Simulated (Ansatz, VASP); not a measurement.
**One calculation of CdTe, two programs**

```
Te Cd
1.0
     0.00000    3.20500    3.20500
     3.20500    0.00000    3.20500
     3.20500    3.20500    0.00000
Te Cd
1 1
Cartesian
  4.8075 4.8075 4.8075
  0.0000 0.0000 0.0000
```

Alike in both runs: functional revPBE; k mesh 7 × 7 × 7; occupations fermi-dirac, width 0.05 eV; no spin polarisation.

|  | VASP | Ansatz |
| --- | --- | --- |
| version | VASP 6.6.1 | Ansatz 0.2.0 |
| potentials or method | VASP PAW PBE potentials, release 64 (Te, Cd) | Ansatz PAW |
| plane-wave cutoff (eV) | 520 | 420 |
| valence electrons in the cell | 18 | 36 |
| task | single point | band structure |

|  | VASP | Ansatz | Ansatz less VASP |
| --- | --- | --- | --- |
| gap on the k mesh at the Fermi level (eV) | 0.98 | 0.99 | +0.003 |
| least direct gap on the mesh (eV) | 0.98 | 0.99 | +0.003 |
| pressure (GPa) | 5.7 | 5.5 | -0.15 |

The functional is the same, so the differences come from potentials, cutoffs and numerics. The two sets of potentials don't hold the same shells in valence.

Caveats: spin-orbit coupling is left out, which moves the levels of the heavy elements; the PAW data sets were made with another functional, which shifts forces and pressure a little (VASP); the PAW data sets come from PBE, with cores solved anew for the run's functional, which leaves a small shift of forces and pressure (Ansatz).
